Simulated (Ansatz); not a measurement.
Crystal: AlN.

```
Al N
1.0
     0.00000    2.18399    2.18399
     2.18399    0.00000    2.18399
     2.18399    2.18399    0.00000
Al N
1 1
Direct
  0.00000 0.00000 0.00000
  0.25000 0.25000 0.25000
```

Measurements of this composition are mostly on another form, of space group No. 186.

A run of Ansatz 0.2.0 on this cell left the log below. Logs are shortened: lines on timing, memory, paths and dates and some standing lists are left out, and cuts for length are marked.

```text
Warning: RAYON_NUM_THREADS=1 ignored (pool sized by the plan → 1); use --threads N
The last accepted step is kept in <dir> (removed where the run ends without a failure and the disk answers)
LAPW: plane waves up to 10.291 Å⁻¹, error target 1.0e-3 eV per atom; small_component_spin mean_spin; N in spheres of 0.877 Å, 7 of its electrons in bands, Dirac shells []; Al in spheres of 0.958 Å, 11 of its electrons in bands, Dirac shells [] (how accurate: hamiltonian.pseudopotentials.lapw.basis_error, Limitations)
Engine: ansatz 0.2.0, aarch64-unknown-linux-gnu
Pseudopotentials: kind: all_electron
Pseudopotential: Al, LAPW, valence charge 11, lapw/all_electron/scalar/gaussian/Al, Koelling and Harmon's equation, gaussian nucleus
Pseudopotential: N, LAPW, valence charge 7, lapw/all_electron/scalar/gaussian/N, Koelling and Harmon's equation, gaussian nucleus
Functional definition: PBEsol
  exchange = pbesol_x
  correlation = pbesol_c
Crystal: 2 atoms, lattice volume = 20.835 Å³
Basis set: ecut = 403.46207479144607 eV, 387 PW (Γ), exchange–correlation at level 2
Bands: 13, of which v1, the nominal top of the filled ones, is band 9 counted from 1 (8 counted from 0)
Symmetry: 24 space group operations
Space group: F-43m (ITA 216), of the structure as read, at distance tolerance 2.8e-5 Å
k-points: 47 of 1000 (time reversal used)
Non-local potential: Al, projectors of the file, none
Non-local potential: N, projectors of the file, none
Initial density: superposition of atomic densities (chi_scale 0.1, normalization cell, long waves kept (reshape's long-wave potential 0.00 eV rms))
Initial wavefunctions: plane waves of lowest kinetic energy (no species holds an atomic orbital)
Functional: x = pbesol(κ = 0.804, μ = 0.12345679012345678), c = pbesol(β = 0.046)
iter 1 solved again at ethr=3.13e-2 eV; its pass at ethr=1.00e-1 eV (dr2=5.63e0 eV) is discarded
SCF iter   1: F=—  HF=-8084.400389 eV  |F-HF|=—  |Δ(HF+E_count)|=         —  Δρ=1.50e-1  dr2=5.63e0  ethr=3.13e-2  ⟨swp⟩=2.0  Hψ=4131  notcnv=0
preconditioner: auto → none  [insulator: Δε(μ)=5.879 eV  Ē_g=16.894 eV  σ=0.050 eV  W_gap=1.00  n_scr=8 (ndim 8)  ℏωp=23.0 eV  f_vac=0.000  D(μ)=0.00/eV (n_scr^D=0)  ε∞_Penn≈2.9]
iter 2 solved again at ethr=1.85e-3 eV; its pass at ethr=3.13e-2 eV (dr2=3.33e-1 eV) is discarded
[... 57 lines left out ...]
preconditioner: auto → none  [insulator: Δε(μ)=3.235 eV  Ē_g=16.441 eV  σ=0.050 eV  W_gap=1.00  n_scr=8 (ndim 8)  ℏωp=24.3 eV  f_vac=0.000  D(μ)=0.00/eV (n_scr^D=0)  ε∞_Penn≈3.2]
SCF iter   2: F=-8081.888318 eV  HF=-8081.888318 eV  |F-HF|=8.70e-10  |Δ(HF+E_count)|=   1.51e-8  Δρ=2.56e-6  dr2=1.10e-9  ethr=5.55e-11  ⟨swp⟩=3.0  Hψ=1773  notcnv=0
SCF 6 converged in 2 iterations: F = -8081.888318 eV  dr2 = 1.10e-9
relax step   6: F+E_penalty+E_count = -8081.88831831 eV  Δ(F+E_penalty+E_count) = -7.912e-7 eV  max|allowed force component| = 7.401e-17 eV/Å  Δτ_max = 0.0000 Å  P = +29.998 GPa  Ω = 18.608 Å³  stress off target by 1.51e-3 GPa  SCF on the basis re-selected at this cell (its energy is not comparable with the rows above)  (2 SCF iters)
basis re-selected at this cell: Δ(F+E_penalty+E_count) = -7.912e-7 eV, ΔP = -0.003 GPa vs the last step (what re-selecting the basis moved, after the strain that the cell walked since its last selection, with what the two solves' SCF thresholds leave and, on support functions, any second-order correction that the steps lacked; it is no measure of the basis error at this ecutwfc). This SCF's stress stands 1.51e-3 GPa from its target on what of the cell is left free (relax.cell.stress_tol is 5.00e-2 GPa) and its largest allowed force component is 7.40e-17 eV/Å (relax.f_tol is 2.00e-2 eV/Å): within both
SCF converged after 2 iterations
Free energy (F): -8081.888318 eV
Harris-Foulkes:  -8081.888318 eV  (|F-HF|=8.70e-10)
Internal energy: -8081.888318 eV  (E = F + TS)
E sigma→0 (E₀):  -8081.888318 eV
Fermi energy:    11.493607 eV
--- Per-component energies (eV) ---
  E_band       = -1173.736722
  E_kinetic    = 8099.432441
  E_xc         = -680.402532
  E_electrostatic = -15500.918228  (all electrons and nuclei)
  E_smearing   = -0.000000  (= −TS)
  E_closure    = 0.000000  (closes the sum)
  E_atoms      = -8066.480992  (free atoms, spherical and without spin; not in F)
  Σ components = -8081.888318   (vs F -8081.888318, Δ=0.00e0)
  Basis errors (estimates in eV, not in F): energy 5.1e-4 per atom: plane waves 4.7e-4 (3.0e-4 summed), levels above the bands 1.3e-89, relativity 1.9e-8, radial functions 4.3e-5, core shells 4.5e-11; eigenvalues (radial functions only) 2.1e-6; not estimated: angular momenta, meshes, grids; target (lapw.basis_error) 1.0e-3; muffin-tin radii N 0.844 Å, Al 0.923 Å
--- Forces (eV/Å), atoms counted from 1 ---
  atom   1  Al    -0.00000000    -0.00000000    -0.00000000
  atom   2  N     -0.00000000     0.00000000     0.00000000
  max |Σ_I F_I| component: 4.63e-17 eV/Å
--- Stress (GPa, compression-positive) ---
       29.998492       0.000000      -0.000000
        0.000000      29.998492       0.000000
       -0.000000       0.000000      29.998492
  P = ⅓ Tr σ = 29.9985 GPa (299.985 kbar)
--- Relaxed structure (5 steps of the walk, 5 accepted, 1 SCFs on fresh bases) ---
  F+E_penalty+E_count = -8081.88831831 eV   max|allowed force component| = 7.401e-17 eV/Å   (the final SCF, on the basis selected at the relaxed cell)
  cell:  # Å, volume = 18.6080 Å³
    - [-1.8470723619246523e-34, 2.1032446754273404, 2.1032446754273404]
    - [2.1032446754273404, 3.012638714449518e-33, 2.1032446754273404]
    - [2.1032446754273404, 2.1032446754273404, 5.3374022044581316e-33]
  atoms:
    - { symbol: Al, position: [-3.2948385705458084e-34, 2.8412887411798584e-34, 4.801312940490433e-34] }
    - { symbol: N, position: [0.25, 0.25, 0.25] }
```

What input gives this log?

Relaxation of cell and atoms with PBEsol, no spin polarisation. The files as run (others can give the same):

input.yaml
```yaml
crystal:
  lattice:
    - [0.0, 2.1839935596, 2.1839935596]
    - [2.1839935596, 0.0, 2.1839935596]
    - [2.1839935596, 2.1839935596, 0.0]
  atoms:
    - { symbol: Al, position: [0.0, 0.0, 0.0] }
    - { symbol: "N", position: [0.25, 0.25, 0.25] }
kpoints:
  mp_grid: { grid: [10, 10, 10] }
scf:
  occupations: { method: fermi_dirac, width: 0.05 }
hamiltonian:
  xc: pbesol
  pseudopotentials: { kind: all_electron, lapw: { basis_error: 0.001 } }
output:
  forces: true
  stress: true
relax:
  f_tol: 0.02
  max_steps: 60
  cell: { p_target: 30 }
```

Potentials or basis: all-electron LAPW, scalar-relativistic.
Run with:
```console
$ ansatz run input.yaml --threads 1 --pin off --max-ram 3072MiB --backend cpu --events-out ev --progress --plain --runs-dir out
```
